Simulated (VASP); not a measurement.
A run of VASP 6.6.1 is set up as follows.

INCAR

```
PREC = Accurate
ENCUT = 600
EDIFF = 1E-7
ISMEAR = 1
SIGMA = 0.1
LREAL = False
LASPH = True
NELM = 80
ALGO = Normal
ISIF = 2
LWAVE = False
LCHARG = False
METAGGA = R2SCAN
LMIXTAU = True
IBRION = 2
NSW = 40
EDIFFG = -0.01
```

File KPOINTS:

```
regular mesh
0
Gamma
  18 18 18
```

File POSCAR:

```
Cu                                      
1.0
   -0.0000000000      1.7790047280      1.7790047280
    1.7790047280      0.0000000000      1.7790047280
    1.7790047280      1.7790047280     -0.0000000000
  Cu            
     1
Direct
     0.0000000000000000    0.0000000000000000    0.0000000000000000
```

Potentials or basis: VASP PAW PBE potentials, release 64 (Cu).

The run is started by

```bash
$ cat potpaw_PBE.64/Cu/POTCAR > POTCAR
$ mpirun -np 1 vasp_std > vasp.out
```

Task: What does it give for the band gap on the k mesh?

Result: None (metal or under the smearing width).

Final structure:
```
CELL_PARAMETERS angstrom
0.00000 1.77900 1.77900
1.77900 0.00000 1.77900
1.77900 1.77900 0.00000
ATOMIC_POSITIONS crystal
Cu 0.00000 0.00000 0.00000
```

Caveat: the relaxation stopped at its first step, so nothing moved.
